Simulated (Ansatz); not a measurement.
Wires are cut from relaxed bulk GaN (F-43m, not its usual structure, 11.38 Å³/atom, gap on the mesh 1.70 eV); atoms and period are relaxed, and energies count from that bulk. Caps count from half an H2 molecule.

Method: DFT PBEsol, scalar-relativistic, plane waves, PAW (Ansatz 0.2.0).

Cutoff 420 eV, Gaussian smearing of 0.05 eV, energies at zero smearing, symmetry of each start kept, no spin polarisation.

| start | atoms | k mesh | excess energy (eV per host atom) | line energy (eV/Å) | period (Å) | gap on the mesh (eV) | highest filled level or Fermi level under vacuum (eV) |
| --- | --- | --- | --- | --- | --- | --- | --- |
| [001] wire, 6 host atoms a period with H caps | 16 | 1×1×7 | -0.033 | -0.043 | 4.521 | 5.11 | 6.40 |
| [001] wire, 8 host atoms a period with H caps | 20 | 1×1×7 | -0.003 | -0.005 | 4.654 | 4.33 | - |
| [001] wire, 16 host atoms a period with H caps | 32 | 1×1×7 | -0.019 | -0.068 | 4.503 | 4.22 | - |

A dash: not computed, or not clear enough to read.

An odd mesh misses points on the zone edge, so a gap read on it can be too wide.

Each run keeps its start's symmetry and one magnetic start, so lower states can exist.

Cost: 3 runs of about 16 core-minutes in all, on Intel Xeon Platinum 8488C (Sapphire Rapids) (shared hosts).